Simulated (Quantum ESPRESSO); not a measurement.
Cs under changes of volume

One of the cells (122.477 Å³/atom); the others are scaled copies at fixed shape and fractional positions:

```
CELL_PARAMETERS angstrom
-3.12847 3.12847 3.12847
3.12847 -3.12847 3.12847
3.12847 3.12847 -3.12847
ATOMIC_POSITIONS crystal
Cs 0.00000 0.00000 0.00000
```

| Item | Value |
| --- | --- |
| Program | Quantum ESPRESSO 7.5 |
| Functional | PBEsol |
| Potentials or basis | GBRV 1.5 PBEsol |
| Cutoff | 612 eV |
| Density cutoff | 4898 eV |
| k mesh | 6 × 6 × 6 |
| Occupations | fermi-dirac, width 0.05 eV |
| Spin | no spin polarisation |

```csv
volume (Å³/atom),energy over the lowest point (meV/atom),pressure (GPa)
115.128,0.00,-0.1
117.578,1.76,-0.1
120.027,4.02,-0.2
122.477,6.73,-0.2
124.926,9.85,-0.2
127.376,13.34,-0.2
129.825,?,?
```

Problem. What does the run at 129.825 Å³/atom give?

Solution. Energy over the lowest point 17.17 meV/atom; pressure -0.3 GPa.

Worked out: A Birch-Murnaghan fit of order 3 (a polynomial in V^(-2/3)) to the other rows has no minimum within the range. It gives 17.16 meV/atom at 129.825 Å³/atom, against the run's 17.17, and -dE/dV = -0.3 GPa, against -0.3.

Energies are extrapolated to zero smearing.
